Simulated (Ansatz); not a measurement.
## Structure relaxation of CoSi3

Computed with DFT PBE, scalar-relativistic, plane waves, PAW in Ansatz. Cutoff 420 eV, Γ-centred k mesh, Gaussian smearing, no spin polarisation in the final step.

CoSi3 was placed on the A15 structure type (Pm-3n, No. 223), with Co in place of Si, Si in place of Cr, at a guessed volume.

```xyz
8
Lattice="4.8400 0.0000 0.0000 0.0000 4.8400 0.0000 0.0000 0.0000 4.8400" Properties=species:S:1:pos:R:3 pbc="T T T"
Co    0.0000    0.0000    0.0000
Co    2.4200    2.4200    2.4200
Si    0.0000    2.4200    1.2100
Si    0.0000    2.4200    3.6300
Si    1.2100    0.0000    2.4200
Si    3.6300    0.0000    2.4200
Si    2.4200    3.6300    0.0000
Si    2.4200    1.2100    0.0000
```

Cell and atoms relax at zero pressure; the relaxation can't lower the symmetry of the start. After a coarse first stage the cell is made exact in the group found at 0.06 Å.

Energies over the elements count from the elements' standard structures at the same level, with no empirical corrections.

Problem. Which crystal results?

Solution. It keeps Pm-3n (No. 223). The result has the A15 structure. Conventional cell: a = 4.651 Å. Around Co lie 12 Si at 2.60 Å; around Si lie 2 Si at 2.33 Å, 4 Co at 2.60 Å and 8 Si at 2.85 Å.

```cif
data_structure
_symmetry_space_group_name_H-M 'Pm-3n'
_symmetry_Int_Tables_number 223
_cell_length_a 4.6510
_cell_length_b 4.6510
_cell_length_c 4.6510
_cell_angle_alpha 90.000
_cell_angle_beta 90.000
_cell_angle_gamma 90.000
_cell_volume 100.61
loop_
_atom_site_label
_atom_site_type_symbol
_atom_site_symmetry_multiplicity
_atom_site_Wyckoff_symbol
_atom_site_fract_x
_atom_site_fract_y
_atom_site_fract_z
_atom_site_occupancy
Co1 Co 2 a 0.00000 0.00000 0.00000 1
Si1 Si 6 c 0.00000 0.50000 0.25000 1
```

Problem. What are its volume, energy, density and gap?

Solution. The volume per atom is 12.58 Å³, the density is 4.73 g/cm³ and the energy over the elements is 0.24 eV/atom. The gap on the 8×8×8 mesh is 0 eV (a metal).

The final run used a 8×8×8 mesh on its 8-atom cell and 0.10 eV smearing. For metals, differences of a few meV/atom aren't resolved. A structure relaxed within its symmetry needn't be a true minimum.

Cost: 3 runs of about 4.2 core-minutes in all, on Intel Xeon Processor @ 2.50GHz (Skylake/Cascade Lake) (shared hosts).